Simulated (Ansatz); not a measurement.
## TiSi2: frozen-core PAW against all-electron methods

```
CELL_PARAMETERS angstrom
0.04190 4.13931 4.28209
2.40781 0.03324 4.27343
2.40709 4.12993 0.03252
ATOMIC_POSITIONS crystal
Ti 0.75000 0.75000 0.75000
Ti 0.50000 0.50000 0.50000
Si 0.08300 0.41700 0.08300
Si 0.41700 0.08300 0.41700
Si 0.16700 0.83300 0.16700
Si 0.83300 0.16700 0.83300
```

Atom numbers follow the list: Ti1, Ti2, Si3, Si4, Si5, Si6.

The cell is COD entry 1010453, as deposited and not checked against the literature; nothing was relaxed. It is an old determination, and later ones may differ. The listed cell was then made from it by scaling, straining or moving an atom.

Methods: DFT, PBEsol, PAW with Ansatz's default frozen-core files, scalar-relativistic (Ansatz 0.2.0); DFT, PBEsol, all-electron PAW with datasets made for the crystal, scalar-relativistic (Ansatz 0.2.0); DFT, PBEsol, all-electron LAPW, scalar-relativistic (Ansatz 0.2.0).

For PAW: a Γ-centred 8×8×8 k mesh, Fermi–Dirac smearing of 0.08 eV, cutoff 420 eV, no spin polarisation; the PAW files were made with PBE, and the program remakes their frozen cores for this functional. The crystal-made all-electron datasets (AE datasets) take a cutoff of 260 eV at this cell. LAPW targets a basis error of 0.5 meV/atom. The Ansatz runs share mesh, smearing and spin set-up. Plane-wave (PAW) pressures include the program's estimate of the Pulay term.

Stress and pressure are positive in compression.

The change that made this cell: equal xy, yz and zx engineering shear strains of +1 %.

```json
{"quantity": "pressure (GPa)", "PAW": "-1.68", "AE datasets": "-1.68", "LAPW": "-1.68"}
{"quantity": "stress xx (GPa)", "PAW": "-1.05", "AE datasets": "-1.04", "LAPW": "-1.03"}
{"quantity": "stress yy (GPa)", "PAW": "-2.02", "AE datasets": "-2.01", "LAPW": "-2.01"}
{"quantity": "stress zz (GPa)", "PAW": "-1.99", "AE datasets": "-2.00", "LAPW": "-2.00"}
{"quantity": "stress yz (GPa)", "PAW": "-0.94", "AE datasets": "-0.94", "LAPW": "-0.94"}
{"quantity": "stress xz (GPa)", "PAW": "-1.57", "AE datasets": "-1.57", "LAPW": "-1.57"}
{"quantity": "stress xy (GPa)", "PAW": "-1.30", "AE datasets": "-1.30", "LAPW": "-1.30"}
{"quantity": "force on Ti1, y (eV/Å)", "PAW": "0.065", "AE datasets": "0.065", "LAPW": "0.065"}
{"quantity": "force on Si3, y (eV/Å)", "PAW": "0.203", "AE datasets": "0.203", "LAPW": "0.203"}
{"quantity": "force on Si4, y (eV/Å)", "PAW": "-0.142", "AE datasets": "-0.142", "LAPW": "-0.142"}
```
